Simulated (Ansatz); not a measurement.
**Contact densities of MoS2 against volume**

```xyz
6
Lattice="3.1610 0.0000 0.0000 -1.5805 2.7375 0.0000 0.0000 0.0000 12.2950" Properties=species:S:1:pos:R:3 pbc="T T T"
Mo    0.0000    1.8250    3.0737
Mo    1.5805    0.9125    9.2212
S     0.0000    1.8250    7.7151
S     1.5805    0.9125    1.5676
S     0.0000    1.8250   10.7274
S     1.5805    0.9125    4.5799
```

Atoms are numbered in the order listed.

The geometry is COD entry 9007660, unchecked; take it as a test cell.

Level of theory: DFT, PBE, all-electron PAW with datasets made for the crystal, scalar-relativistic (Ansatz 0.2.0).

The runs use a Γ-centred 10×10×3 k mesh, Fermi–Dirac smearing of 0.03 eV, cutoff 300 eV (chosen by the program for this cell), no spin polarisation.

The contact density is the mean electron density over the nuclear volume; its changes follow the s electrons' response to bonding and compression. Changes below are taken from the unscaled cell, where it is 595311 e/Å³ at Mo1, 19788.9 e/Å³ at S3.

Volumes at which the program chose other datasets or cutoffs are left out.

```json
{"V/V(cell)": "0.9600", "P (GPa)": "16.7", "Δρ(0) Mo1 (e/Å³)": "?", "Δρ(0) S3 (e/Å³)": "-0.27"}
{"V/V(cell)": "0.9800", "P (GPa)": "12.6", "Δρ(0) Mo1 (e/Å³)": "0.83", "Δρ(0) S3 (e/Å³)": "-0.14"}
{"V/V(cell)": "0.9900", "P (GPa)": "10.7", "Δρ(0) Mo1 (e/Å³)": "0.41", "Δρ(0) S3 (e/Å³)": "-0.07"}
{"V/V(cell)": "1.0000", "P (GPa)": "8.9", "Δρ(0) Mo1 (e/Å³)": "0.00", "Δρ(0) S3 (e/Å³)": "0.00"}
{"V/V(cell)": "1.0100", "P (GPa)": "7.2", "Δρ(0) Mo1 (e/Å³)": "-0.41", "Δρ(0) S3 (e/Å³)": "0.07"}
{"V/V(cell)": "1.0200", "P (GPa)": "5.6", "Δρ(0) Mo1 (e/Å³)": "?", "Δρ(0) S3 (e/Å³)": "?"}
```

Question: Give the missing entry: row "1.0200", column "Δρ(0) S3 (e/Å³)".

Answer: 0.14.

Question: Fill in "Δρ(0) Mo1 (e/Å³)" for the row "1.0200".

Answer: -0.81.

Question: Fill in "Δρ(0) Mo1 (e/Å³)" for the row "0.9600".

Answer: 1.69.

The datasets are made afresh for each cell, so very small changes are uncertain.
